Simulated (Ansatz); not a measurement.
Cubic perovskite CsPbI3 (cubic high-temperature phase), treated with Hartree–Fock in Ansatz (plane waves, PAW).

From the output:

```
WARN output.stress: scf.exx.energy_threshold = 1e-6 eV is looser than the 5e-8 eV advised for a stress under a hybrid functional (1e-8 eV for each atom of the …
Crystal: 5 atoms, lattice volume = 248.740 Å³
Basis set: ecut = 460 eV, 5497 PW (Γ), exchange–correlation on 90×90×90 points (8 copies of the dense FFT grid, shifted against one another)
Bands: 45, of which v1, the nominal top of the filled ones, is band 37 counted from 1 (36 counted from 0)
Symmetry: 48 space group operations
Space group: Pm-3m (ITA 221), of the structure as read, at distance tolerance 6.3e-5 Å
k-points: 10 of 64
Functional: x = pbe(κ = 0.804, μ = 0.2195149727645171), c = none, warm-up for x = 0 pbe(κ = 0.804, μ = 0.2195149727645171) + 1 exact, c = none
SCF iter   1: F=—  HF=-39669.150971 eV  |F-HF|=—  |Δ(HF+E_count)|=         —  Δρ=4.43e-3  dr2=6.16e-2
SCF iter   2: F=—  HF=-39669.121022 eV  |F-HF|=—  |Δ(HF+E_count)|=   2.99e-2  Δρ=1.02e-3  dr2=2.41e-3
  ...
Crystal: 5 atoms, lattice volume = 248.740 Å³
Initial density: handed on by an earlier stage of this run
Functional: x = 0 pbe(κ = 0.804, μ = 0.2195149727645171) + 1 exact, c = none
Crystal: 5 atoms, lattice volume = 248.740 Å³
Crystal: 5 atoms, lattice volume = 248.740 Å³
Crystal: 5 atoms, lattice volume = 248.740 Å³
SCF iter   2: F=—  HF=-39735.016931 eV  |F-HF|=—  |Δ(HF+E_count)|=   4.57e-9  Δρ=6.78e-7  dr2=8.57e-10
SCF iter   3: F=-39735.016931 eV  HF=-39735.016931 eV  |F-HF|=1.09e-10  |Δ(HF+E_count)|=  3.13e-10  Δρ=1.60e-7  dr2=1.62e-10
SCF 5 converged in 3 iterations: F = -39735.016931 eV  dr2 = 1.62e-10
Free energy (F): -39735.016931 eV
Internal energy: -39735.016931 eV  (E = F + TS)
E sigma→0 (E₀):  -39735.016931 eV
Fermi energy:    5.911081 eV
--- Forces (eV/Å), atoms counted from 1 ---
  atom   1  Cs    -0.00000000     0.00000000    -0.00000000
  atom   2  Pb     0.00000000    -0.00000000     0.00000000
  atom   3  I     -0.00000000     0.00000000     0.00000000
  atom   4  I     -0.00000000     0.00000000     0.00000000
  atom   5  I     -0.00000000     0.00000000    -0.00000000
--- Stress (GPa, compression-positive) ---
        3.072240       0.000000       0.000000
        0.000000       3.072240       0.000000
        0.000000       0.000000       3.072240
  P = ⅓ Tr σ = 3.0722 GPa (30.722 kbar)
```

Q: Write an input file that could have produced this run (the log leaves some choices open).

A: This is not unique; one that fits is 
Ansatz 0.2 input:
```yaml
crystal:
  lattice:
    - [6.289, 0.0, 0.0]
    - [0.0, 6.289, 0.0]
    - [0.0, 0.0, 6.289]
  atoms:
    - { symbol: Cs, position: [0.0, 0.0, 0.0] }
    - { symbol: Pb, position: [0.5, 0.5, 0.5] }
    - { symbol: I, position: [0.5, 0.0, 0.5] }
    - { symbol: I, position: [0.0, 0.5, 0.5] }
    - { symbol: I, position: [0.5, 0.5, 0.0] }
basis:
  ecutwfc: 460
  ecutrho_ratio: 4
  xc_grid: 2
kpoints:
  mp_grid: { grid: [4, 4, 4] }
hamiltonian:
  xc: hf
  dispersion: none
  pseudopotentials: { kind: paw }
scf:
  occupations: { method: fermi_dirac, width: 0.01 }
  convergence: { dr2_threshold: 0.0000000005 }
output:
  forces: true
  stress: true
  eigenvalues: true
```

The PAW data were made under PBE.

Note: held by symmetry at 0 K, a high-temperature phase can be a saddle point. Note: cell and atoms aren't relaxed at this level (pressure 3.1 GPa).

Cost on a shared machine: about 7 core-minutes (a rough figure).

Ansatz is a quantum-chemistry and plane-wave program.
